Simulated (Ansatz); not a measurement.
# C4H9N: the cost of one run

The runs use Ansatz 0.2.0, Gaussian basis; the settings change from run to run.

## Step 1: The molecule

The geometry comes from an earlier relaxation with PBE0-D4 in a triple-zeta def2 set; it is a stationary point, not always the lowest conformer.

SMILES `C1CCNC1`, 14 atoms, charge 0, spin multiplicity 1.

Atoms are counted from 1 here; the program's logs count them from 0.

Bond lengths: C1–C2 1.542 Å, C1–C5 1.540 Å, C1–H6 1.092 Å, C1–H7 1.092 Å, C2–C3 1.540 Å, C2–H8 1.093 Å, C2–H9 1.092 Å, C3–N4 1.457 Å, C3–H10 1.096 Å, C3–H11 1.091 Å, N4–C5 1.457 Å, N4–H12 1.014 Å, C5–H13 1.096 Å, C5–H14 1.091 Å. Angles: C2–C1–C5 104.1°, C2–C1–H6 110.7°, C2–C1–H7 112.5°, C5–C1–H6 110.6°, C5–C1–H7 111.9°, H6–C1–H7 107.0°, C1–C2–C3 104.1°, C1–C2–H8 110.7°, C1–C2–H9 112.5°, C3–C2–H8 110.5°, C3–C2–H9 112.0°, H8–C2–H9 107.0°, C2–C3–N4 106.9°, C2–C3–H10 110.0°, C2–C3–H11 113.5°, N4–C3–H10 108.1°, N4–C3–H11 110.8°, H10–C3–H11 107.3° and more.

## Step 2: PBE0-DH/aug-pcseg-2

This run has density fitting with cc-pVTZ-jkfit.

in.yaml reads:

```yaml
crystal:
  periodic: [false, false, false]
  atoms:
    - {symbol: C, position_ang: [-0.898441, 0.724674, 0.236837]}
    - {symbol: C, position_ang: [0.028936, -0.070077, 1.177948]}
    - {symbol: C, position_ang: [1.075128, -0.693565, 0.236050]}
    - {symbol: N, position_ang: [0.473504, -0.746104, -1.089938]}
    - {symbol: C, position_ang: [-0.310567, 0.479808, -1.165473]}
    - {symbol: H, position_ang: [-1.922654, 0.349018, 0.295126]}
    - {symbol: H, position_ang: [-0.933539, 1.787548, 0.484472]}
    - {symbol: H, position_ang: [-0.528630, -0.850421, 1.701296]}
    - {symbol: H, position_ang: [0.489859, 0.559973, 1.941400]}
    - {symbol: H, position_ang: [1.961822, -0.052172, 0.183023]}
    - {symbol: H, position_ang: [1.409144, -1.683892, 0.550223]}
    - {symbol: H, position_ang: [-0.153696, -1.541869, -1.135750]}
    - {symbol: H, position_ang: [0.363477, 1.299427, -1.437792]}
    - {symbol: H, position_ang: [-1.067344, 0.408453, -1.948523]}
basis:
  gaussian: {orbitals: aug-pcseg-2, fitting: {mean_field: cc-pVTZ-jkfit}}
hamiltonian: {xc: {name: PBE0-DH}}
output: {forces: true}
```

Launch:

```bash
$ ansatz run in.yaml --threads 4 --pin off --events-out ev --progress --plain --max-ram 10444MiB
```

What time and memory should one allow on 4 threads of AMD EPYC 7R43, shared host?

About 45 s, with a peak of 1.4 GiB.
